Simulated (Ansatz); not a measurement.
# CoO (Fm-3m): zero-pressure volume and bulk modulus with LDA

One table from this session's results is given with a row withheld; the runs are named, their logs left out.

Method: DFT LDA with U = 3.3 eV on Co 3d, scalar-relativistic, plane waves, PAW, in Ansatz 0.2.0.

2 further runs of the same task are left out: 1 that didn't finish, 1 set aside as unsound or not needed. Runs told in other sessions of the task aren't counted.

### The structure to begin with

The structure is cubic, space group Fm-3m (No. 225). The conventional cell has a = 4.263 Å, b = 4.263 Å, c = 4.263 Å, α = 90.00°, β = 90.00°, γ = 90.00°. Co (site symmetry m-3m) has 6 O at 2.13 Å in its first shell of neighbours. O (site symmetry m-3m) has 6 Co at 2.13 Å in its first shell of neighbours.

Structure file:

```xyz
2
Lattice="0.0000 2.1315 2.1315 2.1315 0.0000 2.1315 2.1315 2.1315 0.0000" Properties=species:S:1:pos:R:3 pbc="T T T"
Co    0.0000    0.0000    0.0000
O     2.1315    2.1315    2.1315
```

An earlier run on this cell at PBE+U (U_eff = 3.3 eV on Co 3d) gave 8.17 GPa at 9.684 Å³/atom (10×10×10 mesh), mesh gap 1.24 eV, spin moments in the atoms' spheres Co 2.60; O 0.23 μB. The cell is compressed at this level.

The first run:

input.yaml

```yaml
crystal:
  lattice:
    - [0.0, 2.1315016559, 2.1315016559]
    - [2.1315016559, 0.0, 2.1315016559]
    - [2.1315016559, 2.1315016559, 0.0]
  atoms:
    - { symbol: Co, position: [0.0, 0.0, 0.0], spin: 2.86 }
    - { symbol: O, position: [0.5, 0.5, 0.5] }
basis:
  ecutwfc: 420
  ecutrho_ratio: 4
kpoints:
  mp_grid: { grid: [10, 10, 10] }
hamiltonian:
  xc: lda
  hubbard: { sites: [{ species: Co, l: d, u_eff: 3.3 }] }
scf:
  occupations: { method: gaussian, width: 0.05 }
  lower_state_search: "off"
output:
  forces: true
  stress: true
  eigenvalues: true
  populations: true
  hubbard: { sites: [{ species: Co, l: d }] }
magnetization:
  spin_polarized: true
checkpoint:
  read: start.run
  write: ck
  compress: false
  write_wavefunctions: false
  write_every: 100000
```

start.run holds the state of a PBE+U run on this cell.

On the command line:

```
ansatz run input.yaml --threads 4 --pin off --max-ram 8192MiB --backend cpu --events-out ev --progress --plain --runs-dir out
```

Steps of the session up to this table: At the given cell; Stepping to 9.096 Å³/atom; Stepping to 9.240 Å³/atom; Volume × 0.98 of the new zero; Volume × 1.02 of the new zero; Volume × 0.96 of the new zero; Volume × 1.04 of the new zero.

One table of the session follows, with a row left open; its other results are not shown here.

It belongs to the step «Energy and pressure against volume». 

```
volume (Å³/atom)  energy (meV/atom)  pressure (GPa)
           8.871              10.73            9.65
           9.055                  ?               ?
           9.240               0.00           -0.01
           9.425               2.39           -4.10
           9.610               9.30           -7.75
```

Estimate the missing values for volume (Å³/atom) = 9.055.

Worked estimate for «energy (meV/atom)». A straight line through the neighbours (8.871, 10.73) and (9.240, 0.00) gives 10.73 + (0.00 − 10.73) × (9.055 − 8.871) / (9.240 − 8.871) = 5.38; a parabola fitted to 3 rows on both sides gives 2.80.

As computed: energy (meV/atom): 2.54; pressure (GPa): 4.56. In «energy (meV/atom)» the line misses by +2.84 and the parabola by +0.26.

Caveats from the session: Warnings in the runs' records: symmetry narrowed by occupation matrices, stability check not made.
